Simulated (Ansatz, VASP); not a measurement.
Two plane-wave programs on ScAl3N4

The input INCAR:

```
SYSTEM = ScAl3N4
PREC     = Accurate       ! precision mode
ENCUT    = 520            ! plane-wave cutoff, eV
EDIFF    = 1E-8           ! SCF threshold, eV
ISMEAR   = 0              ! smearing method
SIGMA    = 0.01           ! smearing width, eV
LREAL    = .FALSE.        ! projectors in reciprocal space
LASPH    = .TRUE.         ! aspherical terms in the spheres
NELM     = 100            ! most SCF steps
ALGO     = Normal         ! electronic algorithm
ISIF     = 2              ! what is computed and relaxed
LWAVE    = .FALSE.        ! write WAVECAR
LCHARG   = .FALSE.        ! write CHGCAR
GGA      = PS             ! functional
LEFG     = .TRUE.       
NBANDS   = 30             ! bands
```

File KPOINTS:

```
Automatic mesh
0
G
  6 6 6
  0 0 0
```

The input POSCAR:

```
ScAl3N4
1.0
    4.4981354176      0.0000000000      0.0000000000
    0.0000000000      4.4981354176      0.0000000000
    0.0000000000      0.0000000000      4.4981354176
Sc Al N
1 3 4
Direct
    0.0000000000      0.0000000000      0.0000000000
    0.5000000000      0.5000000000      0.0000000000
    0.5000000000      0.0000000000      0.5000000000
    0.0000000000      0.5000000000      0.5000000000
    0.7374655595      0.7374655595      0.2625344405
    0.7374655595      0.2625344405      0.7374655595
    0.2625344405      0.7374655595      0.7374655595
    0.2625344405      0.2625344405      0.2625344405
```

Input for Ansatz:

```yaml
crystal:
  lattice:
    - [4.4981354176, 0.0, 0.0]
    - [0.0, 4.4981354176, 0.0]
    - [0.0, 0.0, 4.4981354176]
  atoms:
    - { symbol: Sc, position: [0.0, 0.0, 0.0] }
    - { symbol: Al, position: [0.5, 0.5, 0.0] }
    - { symbol: Al, position: [0.5, 0.0, 0.5] }
    - { symbol: Al, position: [0.0, 0.5, 0.5] }
    - { symbol: "N", position: [0.7374655595, 0.7374655595, 0.2625344405] }
    - { symbol: "N", position: [0.7374655595, 0.2625344405, 0.7374655595] }
    - { symbol: "N", position: [0.2625344405, 0.7374655595, 0.7374655595] }
    - { symbol: "N", position: [0.2625344405, 0.2625344405, 0.2625344405] }
basis:
  ecutwfc: 420
kpoints:
  mp_grid: { grid: [6, 6, 6] }
hamiltonian:
  xc: pbesol
scf:
  occupations: { method: fixed }
output:
  forces: true
  stress: true
  eigenvalues: true
  efg: {}
  polarization: {}
checkpoint:
  read: start.run
  write: ck
  compress: false
  write_wavefunctions: false
  write_every: 100000
```

Alike in both runs: task electric field gradients; functional PBEsol; k mesh 6 × 6 × 6; no spin polarisation.

```csv
,VASP,Ansatz
version,VASP 6.6.1,Ansatz 0.2.0
potentials or method,"VASP PAW PBE potentials, release 64 (Sc_sv, Al, N)","scalar-relativistic, plane waves, PAW"
plane-wave cutoff (eV),520,420
occupations,"gaussian, width 0.01 eV",fixed
valence electrons in the cell,40,40
```

|  | VASP | Ansatz | Ansatz less VASP |
| --- | --- | --- | --- |
| gap on the k mesh at the Fermi level (eV) | 3.17 | 3.18 | +0.007 |
| least direct gap on the mesh (eV) | 3.63 | 3.63 | +0.004 |
| pressure (GPa) | 0.2 | 0.0 | -0.21 |
| rms of the force components (eV/Å) | 0.022 | 0.000 | -0.0215 |
| Vzz of the field gradient on the site that differs most (V/Å²) | -10.6 | -11.8 | -1.26 |

Atom by atom the forces differ by 0.022 eV/Å (rms over components).

Caveats: the PAW data sets were made with another functional, which shifts forces and pressure a little (VASP). A hybrid or GW would open this gap; PBEsol tends to underestimate it. A k mesh can miss the band edges.
